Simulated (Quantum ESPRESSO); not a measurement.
## Pb under changes of volume

One of the cells (32.418 Å³/atom); the others are scaled copies at fixed shape and fractional positions:

```
Pb
1.0
     3.03861   -1.75032    0.00000
     3.03861    1.75032    0.00000
    -2.11546    0.00000    6.09522
Pb
2
Cartesian
  3.9848 0.0000 4.4269
  -0.0230 0.0000 1.6683
```

This isn't the form of Pb at room conditions, which is fcc.

| Quantity | Value |
| --- | --- |
| Program | Quantum ESPRESSO 7.5 |
| Functional | PBEsol |
| Potentials or basis | GBRV 1.5 PBEsol |
| Cutoff | 612 eV |
| Density cutoff | 4898 eV |
| k mesh | 9 × 9 × 5 |
| Occupations | fermi-dirac, width 0.05 eV |
| Spin | no spin polarisation |

```csv
volume (Å³/atom),energy over the lowest point (meV/atom),pressure (GPa),largest force (eV/Å)
30.473,1.01,0.7,0.038
31.121,0.00,-0.3,0.071
31.769,2.75,-1.2,0.107
32.418,?,?,?
33.066,17.91,-2.6,0.173
33.714,29.61,-3.3,0.202
34.363,43.63,-3.8,0.229
```

Problem. What does the run at 32.418 Å³/atom give?

Solution. Energy over the lowest point 8.85 meV/atom; pressure -2.0 GPa; largest force 0.141 eV/Å.

Worked out: A Birch-Murnaghan fit of order 3 (a polynomial in V^(-2/3)) to the other rows has its minimum at 30.96 Å³/atom with B0 = V·E''(V) = 46 GPa and B' = 4.8 at fixed shape and positions, which overstates the stiffness. It gives 8.86 meV/atom at 32.418 Å³/atom, against the run's 8.85, and -dE/dV = -1.9 GPa, against -2.0.

Energies are extrapolated to zero smearing.
